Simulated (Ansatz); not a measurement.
Wanted: the native input for an Ansatz 0.2.0 run.

```
Task                : relaxation of cell and atoms
Functional          : PBEsol
Potentials or basis : Ansatz PAW
Cutoff              : 420 eV (not typed: the program's choice for these potentials)
k mesh              : 7 × 7 × 7
Occupations         : fermi-dirac, width 0.05 eV
Spin                : no spin polarisation
```

TePb:

```
Pb Te
1.0
     0.00000    3.23100    3.23100
     3.23100    0.00000    3.23100
     3.23100    3.23100    0.00000
Pb Te
1 1
Cartesian
  0.0000 0.0000 0.0000
  3.2310 3.2310 3.2310
```

The input as run:

input.yaml

```yaml
crystal:
  lattice:
    - [0.0, 3.231, 3.231]
    - [3.231, 0.0, 3.231]
    - [3.231, 3.231, 0.0]
  atoms:
    - { symbol: Pb, position: [0.0, 0.0, 0.0] }
    - { symbol: Te, position: [0.5, 0.5, 0.5] }
hamiltonian:
  xc: pbesol
  pseudopotentials: { kind: paw }
kpoints:
  mp_grid: { grid: [7, 7, 7] }
scf:
  occupations: { method: fermi_dirac, width: 0.05 }
output:
  forces: true
  stress: true
relax:
  f_tol: 0.01
  max_steps: 40
  cell: { stress_tol: 0.05 }
```

Potentials or basis: Ansatz PAW.

Run with:

```sh
$ ansatz run input.yaml --threads 2 --pin off --max-ram 5120MiB --backend cpu --events-out ev --progress --plain --runs-dir out
```

Results of the run:

| Property | Result |
| --- | --- |
| Relaxed volume | 33.42 Å³/atom |
| Relaxed cell | a = 4.555 Å, b = 4.555 Å, c = 4.555 Å, α = 60.00°, β = 60.00°, γ = 60.00° |
| Space group after relaxing (to 0.05 Å) | Fm-3m (No. 225) |
| Energy gained by relaxing | 0.4 meV/atom |
| Ionic steps | 4 |
| Pressure after relaxing | 0.0 GPa |

Caveat: the plane-wave basis is chosen anew once the cell has moved, so the energies of steps on either side of that aren't comparable; the PAW data sets come from PBE, with cores solved anew for the run's functional, which leaves a small shift of forces and pressure.

Wall time 2.6 s on 2 threads of Arm Neoverse V2, with other jobs on the host, peak memory 0.34 GiB.
